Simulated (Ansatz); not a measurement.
## Bands of PbI2

```
Pb I
1.0
     4.55500    0.00000    0.00000
    -2.27750    3.94475    0.00000
     0.00000    0.00000    6.97700
Pb I
1 2
Direct
  0.00000 0.00000 0.00000
  0.33333 0.66667 0.26500
  0.66667 0.33333 0.73500
```

Atom numbers follow the list: Pb1, I2, I3.

The cell is COD entry 9009114, as deposited and not checked against the literature; nothing was relaxed.

Spin–orbit coupling is left out, though it moves levels of the heavy atoms by tenths of an eV or more.

Theory: Ansatz 0.2.0, DFT, PBEsol, all-electron LAPW, scalar-relativistic.

The runs use a Γ-centred 8×8×5 k mesh, Fermi–Dirac smearing of 0.02 eV, basis error target 1 meV/atom, no spin polarisation.

Points in fractions of the reciprocal vectors of this cell: Γ (0, 0, 0), M (0.5, 0, 0), K (0.333, 0.333, 0), A (0, 0, 0.5), L (0.5, 0, 0.5), H (0.333, 0.333, 0.5). The path runs Γ–M–K–Γ–A–L–H–A–L. Energies are in eV from the top of the valence band; (×n) counts levels within 4 meV of each other, which need not be degenerate by symmetry.

Problem. List the levels at A between -14 and 7.5 eV.

Solution. -12.09, -11.74, -6.73, -1.93, -1.16 (×2), -0.75 (×2), 0.00, 2.12, 3.12 (×2), 6.30, 7.27 (×2).

Problem. List the levels at L between -14 and 7.5 eV.

Solution. -11.53, -11.45, -7.46, -3.43, -1.90, -1.76, -1.36, -1.15, -0.67, 3.16, 3.69, 4.12, 5.69, 7.49.

Problem. List the levels at K between -14 and 7.5 eV.

Solution. -11.43 (×2), -7.53, -2.56 (×2), -2.35, -1.64 (×2), -0.71, 4.27 (×2), 4.56, 6.31, 7.07 (×2).

Problem. What is the band gap?

Solution. 2.12 eV, direct at A (0, 0, 0.5).
